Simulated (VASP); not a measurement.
# InP (F-43m) in VASP: further runs

One crystal, InP, is run at these levels: PBE; tasks: G0W0 quasiparticle levels.

Everything below comes from runs of VASP 6.6.1. Logs are shortened: lines on timing, memory, paths and dates and some standing lists are left out, and cuts for length are marked.

## 1. The structure

Symmetry: F-43m, No. 216, cubic system. Conventional cell: a = 5.861 Å, b = 5.861 Å, c = 5.861 Å, α = 90.00°, β = 90.00°, γ = 90.00°. Around In (site symmetry -43m) lie 4 P at 2.54 Å. P (site symmetry -43m) is surrounded by 4 In at 2.54 Å.

## 2. G0W0 quasiparticle levels, PBE

Contents of POSCAR:

```
InP
1.0
    0.0000000000      2.9305000000      2.9305000000
    2.9305000000      0.0000000000      2.9305000000
    2.9305000000      2.9305000000      0.0000000000
In P
1 1
Direct
    0.0000000000      0.0000000000      0.0000000000
    0.7500000000      0.7500000000      0.7500000000
```

Contents of INCAR.step1:

```
  PREC = Accurate
  ENCUT = 450
  EDIFF = 1E-8
  ISMEAR = 0
  SIGMA = 0.01
  LREAL = False
  LASPH = True
  NELM = 80
  ALGO = Normal
  LWAVE = True
  LCHARG = False
  GGA = PE
```

Contents of INCAR.step2:

```
  PREC = Accurate
  ENCUT = 450
  EDIFF = 1E-8
  ISMEAR = 0
  SIGMA = 0.01
  LREAL = False
  LASPH = True
  NELM = 1
  ALGO = Exact
  LWAVE = True
  LCHARG = False
  GGA = PE
  NBANDS = 24
  LOPTICS = True
  ISTART = 1
```

Contents of INCAR.step3:

```
  PREC = Accurate
  ENCUT = 450
  EDIFF = 1E-8
  ISMEAR = 0
  SIGMA = 0.01
  LREAL = False
  LASPH = True
  ALGO = EVGW0
  LWAVE = False
  LCHARG = False
  GGA = PE
  NELMGW = 1
  NBANDS = 24
  ENCUTGW = 150
  NOMEGA = 48
  PRECFOCK = Fast
  ISTART = 1
  NBANDSGW = 17
```

Contents of KPOINTS:

```
Automatic mesh
0
Gamma
  3 3 3
```

Potentials or basis: VASP PAW PBE potentials, release 64 (In_d_GW, P_GW).

Launch:

```bash
$ cat potpaw_PBE.64/In_d_GW/POTCAR potpaw_PBE.64/P_GW/POTCAR > POTCAR
$ cp INCAR.step1 INCAR
$ mpirun -np 1 vasp_std > vasp.out
$ cp INCAR.step2 INCAR
$ mpirun -np 1 vasp_std > vasp.out
$ cp INCAR.step3 INCAR
$ mpirun -np 1 vasp_std > vasp.out
```

OUTCAR:

```text
PREC = Accurate
   ENCUT = 450
   EDIFF = 1E-8
   ISMEAR = 0
   LREAL = False
   LASPH = True
   GGA = PE
   NELMGW = 1
   ENCUTGW = 150
   PRECFOCK = Fast
   ISTART = 1

 Found      4 irreducible k-points:

 Following reciprocal coordinates:
            Coordinates               Weight
  0.000000  0.000000  0.000000      1.000000
  0.333333  0.000000  0.000000      8.000000
  0.333333  0.333333  0.000000      6.000000
 -0.333333  0.333333  0.000000     12.000000
   k-points           NKPTS =      4   k-points in BZ     NKDIM =     27   number of bands    NBANDS=     24
   number of dos      NEDOS =    301   number of ions     NIONS =      2
   total plane-waves  NPLWV =  27000
   dimension x,y,z NGX =    30 NGY =   30 NGZ =   30
   dimension x,y,z NGXF=    60 NGYF=   60 NGZF=   60
   ions per type =               1   1
   NGX,Y,Z   is equivalent  to a cutoff of  12.03, 12.03, 12.03 a.u.
   NGXF,Y,Z  is equivalent  to a cutoff of  24.07, 24.07, 24.07 a.u.
 SYSTEM =  unknown system
   PREC   = accura    normal or accurate (medium, high low for compatibility)
   ISTART =      1    job   : 0-new  1-cont  2-samecut
   ICHARG =      0    charge: 1-file 2-atom 10-const
   ISPIN  =      1    spin polarized calculation?
   LNONCOLLINEAR =      F non collinear calculations
   LSORBIT =      F    spin-orbit coupling
   LASPH  =      T    aspherical Exc in radial PAW
   ENCUT  =  450.0 eV  33.07 Ry    5.75 a.u.   7.17  7.17  7.17*2*pi/ulx,y,z
   NELM   =     60;   NELMIN=  2; NELMDL=  0     # of ELM steps
   EDIFF  = 0.1E-07   stopping-criterion for ELM
   LREAL  =      F    real-space projection
   EDIFFG = 0.1E-06   stopping-criterion for IOM
   NSW    =      0    number of steps for IOM
   IBRION =     -1    ionic relax: 0-MD 1-quasi-New 2-CG
   NFREE  =      0    steps in history (QN), initial steepest desc. (CG)
   ISIF   =      0    stress and relaxation
   ISYM   =      3    0-nonsym 1-usesym 2-fastsym
   POTIM  = 0.5000    time-step for ionic-motion
   TEBEG  =    0.0;   TEEND  =   0.0 temperature during run
   PSTRESS=    0.0 pullay stress
   NELECT =      18.0000    total number of electrons
   NUPDOWN=      -1.0000    fix difference up-down
   EMIN   =  10.00;   EMAX   =-10.00  energy-range for DOS
   EFERMI =   0.00;   METHOD = LEGACY
   ISMEAR =     0;   SIGMA  =   0.01  broadening in eV -4-tet -1-fermi 0-gaus
   EFERMI_NEDOS =   21; number of points for ismear=-14 and -15
   IALGO  =     38    algorithm
   IMIX   =      4    mixing-type and parameters
     AMIX     =   0.40;   BMIX     =  1.00
     AMIX_MAG =   1.60;   BMIX_MAG =  1.00
  volume/ion in A,a.u.               =      25.17       169.83
  Fermi-wavevector in a.u.,A,eV,Ry     =   1.162021  2.195901 18.371846  1.350293
  Thomas-Fermi vector in A             =   2.298587
   LORBIT       =      0    0 simple, 1 ext, 2 COOP (PROOUT), +10 PAW based schemes
   GGA     = PE    functional components
   LHFCALC =     T    Hartree Fock is set to
   PRECFOCK=fast      Normal, Fast or Accurate (Low or Medium for compatibility)
   ENCUT4O =  -1.0   cutoff for four orbital integrals eV
   NKREDX  =     1    reduce k-point grid by
   NKREDY  =     1    reduce k-point grid by
   NKREDZ  =     1    reduce k-point grid by
   AEXX    =    1.0000 exact exchange contribution
   HFSCREEN=    0.0000 screening length (either q_TF or 0.3 A-1)
   HFSCREENC=   0.0000 screening length for correlation (either q_TF or 0.3 A-1)
   ENCUTFOCK=  -1.0 apply spherical cutoff to Coloumb kernel
   IVDW    =     0    specifies the selected vdW correction
   LEPSILON=     F    determine dielectric tensor
   LRPA    =     F    only Hartree local field effects (RPA)
   LRPAFORCE           =     F    calculate RPA forces
   ENCUTGW             = 150.0    cutoff for response function in eV
   ENCUTGWSOFT         = 120.0    soft cutoff for Coulomb kernel in GW response function in eV
   ENCUTLF             =  -1.0    cutoff for local field effects
   NELMGW              =     1    number of iterations in solving QP/BSE equation
   NELMHF              =     1    number of iterations in the inner HF iteration
   NKREDLFX            =     1    NKREDLFY  =   1   NKREDLFZ  =   1
 non-spin polarized calculation
 Gauss-broadening in eV      SIGMA  =   0.01
  energy-cutoff  :      450.00
  volume of cell :       50.33
 maximum number of plane-waves:      1113
 NGX is ok and might be reduce to    30
  NGX = 16; NGY = 16; NGZ = 16
   NGX = 15   NGY = 15   NGZ = 15
 maximum number of plane-waves:       220

 QP shifts <psi_nk| G(iteration)W_0 |psi_nk>: iteration 1
 for sc-GW calculations column KS-energies equals QP-energies in previous step
 and V_xc(KS)=  KS-energies - (<T + V_ion + V_H > + <T+V_H+V_ion>^1  + <V_x>^1)

 k-point   1 :       0.0000    0.0000    0.0000
  band No.  KS-energies  QP-energies   sigma(KS)   V_xc(KS)     V^pw_x(r,r')   Z            occupation Imag(sigma)

      1     -10.2933     -11.8037     -18.7291     -16.5967     -25.3298       0.7083       2.0000       0.4218
      2     -10.2933     -11.8037     -18.7291     -16.5967     -25.3298       0.7083       2.0000       0.4218
      3     -10.2933     -11.8037     -18.7291     -16.5967     -25.3298       0.7083       2.0000       0.4218
      4     -10.1476     -11.6865     -18.8549     -16.6813     -25.3437       0.7080       2.0000       0.3460
      5     -10.1476     -11.6865     -18.8549     -16.6813     -25.3437       0.7080       2.0000       0.3460
      6      -7.4965      -7.4077     -11.1593     -11.2915     -18.2328       0.6714       2.0000       1.3285
      7       4.0367       4.3124     -11.8952     -12.2602     -14.3967       0.7553       2.0000       0.1312
      8       4.0367       4.3124     -11.8952     -12.2602     -14.3967       0.7553       2.0000       0.1312
      9       4.0367       4.3124     -11.8952     -12.2602     -14.3967       0.7553       2.0000       0.1312
     10       4.7110       5.7016      -9.6371     -10.9163      -6.4815       0.7744       0.0000      -0.1280
     11       8.0411       9.0667      -8.6697      -9.9875      -5.3571       0.7783       0.0000      -0.1732
     12       8.0411       9.0667      -8.6697      -9.9875      -5.3571       0.7783       0.0000      -0.1732
     13       8.0411       9.0667      -8.6697      -9.9875      -5.3571       0.7783       0.0000      -0.1732
     14      12.5827      13.3995      -6.9744      -8.0005      -2.7183       0.7960       0.0000      -0.4288
     15      13.3900      14.6228      -8.6144     -10.2238      -4.5789       0.7660       0.0000      -0.3661
     16      13.3900      14.6228      -8.6144     -10.2238      -4.5789       0.7660       0.0000      -0.3661
     17      15.1508      15.8255      -6.6797      -7.5434      -2.2265       0.7813       0.0000      -0.5756

 k-point   2 :       0.3333    0.0000    0.0000
  band No.  KS-energies  QP-energies   sigma(KS)   V_xc(KS)     V^pw_x(r,r')   Z            occupation Imag(sigma)

      1     -10.3780     -11.7999     -18.4394     -16.4123     -25.1398       0.7015       2.0000       0.4652
      2     -10.2619     -11.7790     -18.7656     -16.6269     -25.3500       0.7094       2.0000       0.4126
      3     -10.2619     -11.7790     -18.7656     -16.6269     -25.3500       0.7094       2.0000       0.4126
      4     -10.1406     -11.6808     -18.8622     -16.6925     -25.3595       0.7099       2.0000       0.3461
      5     -10.1406     -11.6808     -18.8622     -16.6925     -25.3595       0.7099       2.0000       0.3461
      6      -6.3726      -6.3200     -11.7248     -11.8032     -18.3664       0.6707       2.0000       1.0874
      7      -0.5732      -0.5339     -10.8652     -10.9188     -14.3990       0.7336       2.0000       0.3233
      8       3.2469       3.4590     -11.5362     -11.8176     -14.1783       0.7537       2.0000       0.1493
      9       3.2469       3.4590     -11.5362     -11.8176     -14.1783       0.7537       2.0000       0.1493
     10       5.6382       6.5912      -9.1342     -10.3599      -5.9669       0.7775       0.0000      -0.1369
     11       8.8266       9.8136      -8.6236      -9.8976      -5.1064       0.7747       0.0000      -0.2037
     12       8.8266       9.8136      -8.6236      -9.8976      -5.1064       0.7747       0.0000      -0.2037
     13      10.2910      11.1448      -8.8070      -9.9308      -4.8017       0.7597       0.0000      -0.2856
     14      12.8881      13.4666      -6.7989      -7.5356      -2.4874       0.7852       0.0000      -0.4160
     15      13.0533      14.1296      -8.2846      -9.6879      -4.1946       0.7670       0.0000      -0.3831
     16      13.0533      14.1296      -8.2846      -9.6879      -4.1946       0.7670       0.0000      -0.3831
     17      17.8490      19.2232      -7.7174      -9.4725      -3.1524       0.7830       0.0000      -0.8445

 k-point   3 :       0.3333    0.3333    0.0000
  band No.  KS-energies  QP-energies   sigma(KS)   V_xc(KS)     V^pw_x(r,r')   Z            occupation Imag(sigma)

      1     -10.4311     -11.8321     -18.3732     -16.3704     -25.1035       0.6995       2.0000       0.4819
      2     -10.2169     -11.7419     -18.8331     -16.6866     -25.4095       0.7105       2.0000       0.4022
      3     -10.2169     -11.7419     -18.8331     -16.6866     -25.4095       0.7105       2.0000       0.4022
      4     -10.1839     -11.7102     -18.7773     -16.6154     -25.2746       0.7060       2.0000       0.3547
      5     -10.1216     -11.6634     -18.8788     -16.7115     -25.3767       0.7114       2.0000       0.3409
      6      -5.9901      -5.9416     -11.8141     -11.8862     -18.3062       0.6720       2.0000       1.0210
      7      -0.4577      -0.3173     -11.3205     -11.5117     -14.8617       0.7342       2.0000       0.3054
      8       2.1106       2.2094     -11.0404     -11.1731     -13.9035       0.7448       2.0000       0.1855
      9       2.1106       2.2094     -11.0404     -11.1731     -13.9035       0.7448       2.0000       0.1855
     10       6.0198       6.6577      -8.1332      -8.9445      -4.9300       0.7862       0.0000      -0.1410
     11       6.8404       7.6426      -8.7554      -9.7916      -5.4149       0.7742       0.0000      -0.1583
     12      11.5706      12.7896      -9.1463     -10.7569      -5.0872       0.7569       0.0000      -0.3527
     13      11.5706      12.7896      -9.1463     -10.7569      -5.0872       0.7569       0.0000      -0.3527
     14      11.6734      12.5991      -8.6555      -9.8672      -4.5378       0.7639       0.0000      -0.3362
     15      14.2616      15.6244      -8.4705     -10.2545      -4.2662       0.7638       0.0000      -0.4287
     16      17.3369      18.4695      -7.2061      -8.6493      -2.7486       0.7848       0.0000      -0.7003
     17      18.1419      19.6171      -8.5885     -10.4773      -3.7866       0.7811       0.0000      -0.9634

 k-point   4 :      -0.3333    0.3333    0.0000
  band No.  KS-energies  QP-energies   sigma(KS)   V_xc(KS)     V^pw_x(r,r')   Z            occupation Imag(sigma)

      1     -10.4273     -11.8073     -18.3346     -16.3602     -25.0946       0.6990       2.0000       0.4915
      2     -10.2338     -11.7552     -18.7948     -16.6457     -25.3601       0.7079       2.0000       0.3945
      3     -10.2152     -11.7413     -18.8318     -16.6896     -25.4093       0.7124       2.0000       0.4041
      4     -10.1613     -11.6931     -18.8234     -16.6576     -25.3237       0.7072       2.0000       0.3491
      5     -10.1358     -11.6751     -18.8571     -16.6908     -25.3551       0.7106       2.0000       0.3434
      6      -5.2478      -5.1949     -12.3432     -12.4209     -18.6366       0.6815       2.0000       0.8992
      7      -1.4978      -1.4176     -10.9460     -11.0572     -14.8657       0.7217       2.0000       0.3843
      8       0.6093       0.5560     -10.2674     -10.1957     -13.2573       0.7432       2.0000       0.2513
      9       2.3437       2.4677     -11.1589     -11.3253     -13.9734       0.7454       2.0000       0.1762
     10       6.5908       7.3418      -8.4811      -9.4457      -5.1791       0.7786       0.0000      -0.1525
     11       9.0970      10.1775      -9.3317     -10.7550      -5.6154       0.7592       0.0000      -0.2331
     12      10.7623      11.8898      -8.7768     -10.2519      -4.8336       0.7644       0.0000      -0.2997
     13      11.1187      11.9625      -8.6788      -9.7731      -4.8536       0.7710       0.0000      -0.2817
     14      11.9363      12.9478      -8.3053      -9.6203      -4.0811       0.7692       0.0000      -0.3936
     15      13.1695      14.2859      -8.4066      -9.8558      -4.3649       0.7703       0.0000      -0.3928
     16      17.1145      18.3052      -7.5969      -9.1332      -3.0451       0.7750       0.0000      -0.6780
     17      17.9822      19.3012      -7.8969      -9.6032      -3.1822       0.7730       0.0000      -0.8389
```

It took 54 s on 1 thread of Intel Xeon Platinum 8375C at 2.90GHz (Ice Lake), shared host; peak memory 0.32 GiB.

These settings aren't checked as converged: the numbers below hold their error.

Results:

* Band gap on the k mesh, mean-field level: 0.67 eV, direct
* Quasiparticle gap: 1.39 eV
* Least direct quasiparticle gap: 1.39 eV

Caveat: the k mesh is coarse (spacing up to 0.62 Å⁻¹), so the values aren't converged; bands, screening cutoff and mesh are small and nothing is extrapolated, so the quasiparticle values aren't converged; spin-orbit coupling is left out, which moves the levels of the heavy elements.

(Continued in part 2 of 2.)
